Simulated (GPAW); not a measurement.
A run of GPAW 26.7.0:

run.py

```python
import json
import numpy as np
import spglib
from ase import Atoms
from ase.dft.bandgap import bandgap
from ase.io import read, write
from gpaw import GPAW, PW
from gpaw.response.g0w0 import G0W0

atoms = read('RbCl.cif')
cell, positions, numbers = spglib.find_primitive(
    (atoms.cell[:], atoms.get_scaled_positions(), atoms.numbers), symprec=1e-4)
atoms = Atoms(numbers, cell=cell, scaled_positions=positions, pbc=True)

calc = GPAW(mode=PW(500),
            xc='LDA',
            kpts={'size': (3, 3, 3), 'gamma': True},
            occupations={'name': 'fermi-dirac', 'width': 0.001},
            nbands=16,
            convergence={'density': 1e-06},
            maxiter=150,
            txt='gpaw.txt')
atoms.calc = calc
energy = atoms.get_potential_energy()
calc.write('gs.gpw')
write('result.traj', atoms)
print(f'Energy: {energy:.6f} eV')
print('Fermi level:', round(calc.get_fermi_level(), 4), 'eV')
print(f'Gap: {bandgap(calc)[0]:.4f} eV, direct: {bandgap(calc, direct=True)[0]:.4f} eV')

calc.diagonalize_full_hamiltonian(nbands=213)
calc.write('full.gpw', mode='all')

ibz = calc.get_ibz_k_points()
gap, vbm, cbm = bandgap(calc, output=None)
gap, direct, _ = bandgap(calc, direct=True, output=None)
gamma = int(np.abs(ibz).sum(1).argmin())
kpts = sorted({gamma, vbm[1], cbm[1], direct[1]})
gw = G0W0(calc='full.gpw',
          filename='gw',
          ecut=120,
          ecut_extrapolation=False,
          relbands=(-4, 4),
          kpts=kpts,
          integrate_gamma='WS',
          nbands=209,
          ppa=True,
          xc='rALDA',
          fxc_mode='GWG',
          do_GW_too=True)
gw.calculate()
results = {mode: {key: np.asarray(r[key]).tolist() for key in ['f', 'eps', 'vxc', 'exx', 'sigma', 'Z', 'qp', 'sigma_eskn']}
           for mode, r in gw.all_results.items()}
json.dump({'kpts': ibz[kpts].tolist(), 'results': results}, open('gw.json', 'w'))
for mode, r in results.items():
    f, qp = np.array(r['f']), np.array(r['qp'])
    print(mode, 'quasiparticle energies (eV):')
    print(qp.round(3))
    print(mode, 'gap:', round(qp[f < 0.5].min() - qp[f > 0.5].max(), 4), 'eV')
```

The input RbCl.cif:

```cif
data_RbCl
_cell_length_a 6.54800000
_cell_length_b 6.54800000
_cell_length_c 6.54800000
_cell_angle_alpha 90.00000000
_cell_angle_beta 90.00000000
_cell_angle_gamma 90.00000000
_space_group_name_H-M_alt 'Fm-3m'
_space_group_name_Hall '-F 4 2 3'
_space_group_IT_number 225
loop_
_space_group_symop_operation_xyz
'x,y,z'
'-x,-y,-z'
'-y,x,z'
'y,-x,-z'
'-x,-y,z'
'x,y,-z'
'y,-x,z'
'-y,x,-z'
'x,-y,-z'
'-x,y,z'
'-y,-x,-z'
'y,x,z'
'-x,y,-z'
'x,-y,z'
'y,x,-z'
'-y,-x,z'
'z,x,y'
'-z,-x,-y'
'z,-y,x'
'-z,y,-x'
'z,-x,-y'
'-z,x,y'
'z,y,-x'
'-z,-y,x'
'-z,x,-y'
'z,-x,y'
'-z,-y,-x'
'z,y,x'
'-z,-x,y'
'z,x,-y'
'-z,y,x'
'z,-y,-x'
'y,z,x'
'-y,-z,-x'
'x,z,-y'
'-x,-z,y'
'-y,z,-x'
'y,-z,x'
'-x,z,y'
'x,-z,-y'
'-y,-z,x'
'y,z,-x'
'-x,-z,-y'
'x,z,y'
'y,-z,-x'
'-y,z,x'
'x,-z,y'
'-x,z,-y'
'x,y+1/2,z+1/2'
'-x,-y+1/2,-z+1/2'
'-y,x+1/2,z+1/2'
'y,-x+1/2,-z+1/2'
'-x,-y+1/2,z+1/2'
'x,y+1/2,-z+1/2'
'y,-x+1/2,z+1/2'
'-y,x+1/2,-z+1/2'
'x,-y+1/2,-z+1/2'
'-x,y+1/2,z+1/2'
'-y,-x+1/2,-z+1/2'
[... 41 lines left out ...]
'-x+1/2,-y,z+1/2'
'x+1/2,y,-z+1/2'
'y+1/2,-x,z+1/2'
'-y+1/2,x,-z+1/2'
'x+1/2,-y,-z+1/2'
'-x+1/2,y,z+1/2'
'-y+1/2,-x,-z+1/2'
'y+1/2,x,z+1/2'
'-x+1/2,y,-z+1/2'
'x+1/2,-y,z+1/2'
'y+1/2,x,-z+1/2'
'-y+1/2,-x,z+1/2'
'z+1/2,x,y+1/2'
'-z+1/2,-x,-y+1/2'
'z+1/2,-y,x+1/2'
'-z+1/2,y,-x+1/2'
'z+1/2,-x,-y+1/2'
'-z+1/2,x,y+1/2'
'z+1/2,y,-x+1/2'
'-z+1/2,-y,x+1/2'
'-z+1/2,x,-y+1/2'
'z+1/2,-x,y+1/2'
'-z+1/2,-y,-x+1/2'
'z+1/2,y,x+1/2'
'-z+1/2,-x,y+1/2'
'z+1/2,x,-y+1/2'
'-z+1/2,y,x+1/2'
'z+1/2,-y,-x+1/2'
'y+1/2,z,x+1/2'
'-y+1/2,-z,-x+1/2'
'x+1/2,z,-y+1/2'
'-x+1/2,-z,y+1/2'
'-y+1/2,z,-x+1/2'
'y+1/2,-z,x+1/2'
'-x+1/2,z,y+1/2'
'x+1/2,-z,-y+1/2'
'-y+1/2,-z,x+1/2'
'y+1/2,z,-x+1/2'
'-x+1/2,-z,-y+1/2'
'x+1/2,z,y+1/2'
'y+1/2,-z,-x+1/2'
'-y+1/2,z,x+1/2'
'x+1/2,-z,y+1/2'
'-x+1/2,z,-y+1/2'
'x+1/2,y+1/2,z'
'-x+1/2,-y+1/2,-z'
'-y+1/2,x+1/2,z'
'y+1/2,-x+1/2,-z'
'-x+1/2,-y+1/2,z'
'x+1/2,y+1/2,-z'
'y+1/2,-x+1/2,z'
'-y+1/2,x+1/2,-z'
'x+1/2,-y+1/2,-z'
'-x+1/2,y+1/2,z'
'-y+1/2,-x+1/2,-z'
'y+1/2,x+1/2,z'
'-x+1/2,y+1/2,-z'
'x+1/2,-y+1/2,z'
'y+1/2,x+1/2,-z'
'-y+1/2,-x+1/2,z'
'z+1/2,x+1/2,y'
'-z+1/2,-x+1/2,-y'
'z+1/2,-y+1/2,x'
'-z+1/2,y+1/2,-x'
'z+1/2,-x+1/2,-y'
'-z+1/2,x+1/2,y'
'z+1/2,y+1/2,-x'
'-z+1/2,-y+1/2,x'
'-z+1/2,x+1/2,-y'
'z+1/2,-x+1/2,y'
'-z+1/2,-y+1/2,-x'
'z+1/2,y+1/2,x'
'-z+1/2,-x+1/2,y'
'z+1/2,x+1/2,-y'
'-z+1/2,y+1/2,x'
'z+1/2,-y+1/2,-x'
'y+1/2,z+1/2,x'
'-y+1/2,-z+1/2,-x'
'x+1/2,z+1/2,-y'
'-x+1/2,-z+1/2,y'
'-y+1/2,z+1/2,-x'
'y+1/2,-z+1/2,x'
'-x+1/2,z+1/2,y'
'x+1/2,-z+1/2,-y'
'-y+1/2,-z+1/2,x'
'y+1/2,z+1/2,-x'
'-x+1/2,-z+1/2,-y'
'x+1/2,z+1/2,y'
'y+1/2,-z+1/2,-x'
'-y+1/2,z+1/2,x'
'x+1/2,-z+1/2,y'
'-x+1/2,z+1/2,-y'
loop_
_atom_site_label
_atom_site_type_symbol
_atom_site_symmetry_multiplicity
_atom_site_Wyckoff_symbol
_atom_site_fract_x
_atom_site_fract_y
_atom_site_fract_z
_atom_site_occupancy
Rb1 Rb 4 a 0.0000000000 0.0000000000 0.0000000000 1
Cl1 Cl 4 b 0.5000000000 0.0000000000 0.0000000000 1
```

Potentials or basis: the program's PAW data sets (release 1.2.1) made for this functional, pw.

The run is started by

```sh
$ OMP_NUM_THREADS=1 python run.py
```

Hardware: 1 thread of Arm Neoverse V1, on a shared host.

Question: How long does it take, and how much memory?

Answer: Wall time 6.1 min on 1 thread of Arm Neoverse V1 (shared host), peak memory 1.3 GiB. Counts: scf iterations 11, plane waves 1807, bands 16, k points 4.
